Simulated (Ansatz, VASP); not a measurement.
GaSb3 in VASP and in Ansatz

Contents of INCAR:

```
ALGO = Normal
EDIFF = 1E-6
EDIFFG = -0.005
ENCUT = 600
GGA = PS
IBRION = 2
ISIF = 3
ISMEAR = 0
IVDW = 12
LASPH = T
LCHARG = F
LREAL = F
LWAVE = F
NELM = 100
NSW = 100
PREC = Accurate
SIGMA = 0.1
```

The input KPOINTS:

```
k-points
0
Gamma
  10 10 10
```

The input POSCAR:

```
GaSb3
1.0
    0.0000000000      3.5857729617      3.5857729617
    3.5857729617      0.0000000000      3.5857729617
    3.5857729617      3.5857729617      0.0000000000
Ga Sb
1 3
Direct
    0.0000000000      0.0000000000      0.0000000000
    0.2500000000      0.2500000000      0.2500000000
    0.7500000000      0.7500000000      0.7500000000
    0.5000000000      0.5000000000      0.5000000000
```

Input for Ansatz:

```yaml
crystal:
  lattice:
    - [0.0, 3.5857729617, 3.5857729617]
    - [3.5857729617, 0.0, 3.5857729617]
    - [3.5857729617, 3.5857729617, 0.0]
  atoms:
    - { symbol: Ga, position: [0.0, 0.0, 0.0] }
    - { symbol: Sb, position: [0.25, 0.25, 0.25] }
    - { symbol: Sb, position: [0.75, 0.75, 0.75] }
    - { symbol: Sb, position: [0.5, 0.5, 0.5] }
basis:
  ecutwfc: 420
kpoints:
  mp_grid: { grid: [10, 10, 10] }
hamiltonian:
  xc: pbesol
  pseudopotentials: { kind: paw, azcp: { folder: soft_1 } }
  dispersion: d3bj
scf:
  occupations: { method: gaussian, width: 0.1 }
output:
  forces: true
  stress: true
  eigenvalues: true
  write_density: true
  write_potential: true
  elf: true
  volumetric_format: npy
relax:
  adjacent_minimum: "off"
  f_tol: 0.005
  max_steps: 80
  cell: { stress_tol: 0.05 }
```

The cell comes from a database or a generator and needn't be the stable form of this composition.

Alike in both runs: task relaxation of cell and atoms; functional PBEsol; dispersion D3(BJ); k mesh 10 × 10 × 10; occupations gaussian, width 0.1 eV; no spin polarisation.

|  | VASP | Ansatz |
| --- | --- | --- |
| version | VASP 6.6.1 | Ansatz 0.2.0 |
| potentials or method | VASP PAW PBE potentials, release 64 (Ga_d, Sb) | scalar-relativistic, plane waves, PAW |
| plane-wave cutoff (eV) | 600 | 420 |
| valence electrons in the cell | 28 | 58 |

```tsv
	VASP	Ansatz	Ansatz less VASP
gap on the k mesh at the Fermi level, each at its own relaxed structure (eV)	none	none	-
relaxed volume (Å³/atom)	23.08	23.05	-0.026
relaxed cell length with the largest relative difference (Å)	5.073	5.071	-0.0019
```

A gap of «none» marks a metal or a gap that the smearing closes. The two sets of potentials don't hold the same shells in valence. Ansatz warned: «pseudo_functional_mismatch».

Caveats: the bands computed are all filled at some k points, so no gap is given; the PAW data sets were made with another functional, which shifts forces and pressure a little (VASP). Spin-orbit coupling is left out, which matters for the levels of Sb.
